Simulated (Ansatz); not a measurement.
# Ag: substituted relatives

Aim: put other elements on the sites of Ag (Ag → Au; Ag → Pd), relax each crystal within the symmetry of the start, and see how size, gap and stability follow.

Program: Ansatz 0.2.0. Level of theory: DFT PBEsol, scalar-relativistic, plane waves, PAW. These are calculated values, not measurements.

1 further run of the same task is left out (set aside as unsound or not needed).

## Step 1: The structure to begin with

Symmetry: P6_3/mmc, No. 194, hexagonal system. The conventional cell has a = 2.867 Å, b = 2.867 Å, c = 4.691 Å, α = 90.00°, β = 90.00°, γ = 120.00°. Around Ag (site symmetry -6m2) lie 12 Ag at 2.87 Å.

Structure file:

```xyz
2
Lattice="2.8670 0.0000 0.0000 -1.4335 2.4829 0.0000 0.0000 0.0000 4.6908" Properties=species:S:1:pos:R:3 pbc="T T T"
Ag    0.0000    1.6553    1.1727
Ag    1.4335    0.8276    3.5181
```

It goes back to an entry of the Materials Project, which need not be the stable form.

This cell was relaxed beforehand with the same method: volume 16.70 Å³/atom, gap on the mesh none (metal).

## Step 2: Swap Ag → Au

Au starts from the relaxed positions of Ag, with all lengths scaled by 0.957, a guess from tabulated radii.

## Step 3: A first look at the start (Au)

File input.yaml:

```yaml
crystal:
  lattice:
    - [2.7449093946, 0.0, 0.0]
    - [-1.3724546973, 2.3771612668, 0.0]
    - [0.0, 0.0, 4.4910879075]
  atoms:
    - { symbol: Au, position: [0.3333333333, 0.6666666667, 0.25] }
    - { symbol: Au, position: [0.6666666667, 0.3333333333, 0.75] }
basis:
  ecutwfc: 420
kpoints:
  mp_grid: { grid: [6, 6, 4] }
hamiltonian:
  xc: pbesol
scf:
  occupations: { method: gaussian, width: 0.1 }
output:
  forces: true
  stress: true
  eigenvalues: true
```

Launch:

```console
$ ansatz run input.yaml --threads 1 --pin off --max-ram 2560MiB --backend cpu --events-out ev --progress --plain --runs-dir out
```

Further runs follow: a loose first relaxation (Au); full relaxation (Au).

**Question.** What will these runs give? Wanted: Ag → Au; Ag → Pd.

The runs gave:

| quantity | value |
| --- | --- |
| Ag → Au (Au) | 17.03 Å³/atom, gap none (metal) |
| Ag → Pd (Pd) | 14.62 Å³/atom, gap none (metal) |

What this shows: Per atom and against the relaxed parent, Au is the largest of the new crystals (+2.0 %) and Pd the smallest (-12.4 %). All of them are metals at this level. Spin-orbit coupling is left out for Au.
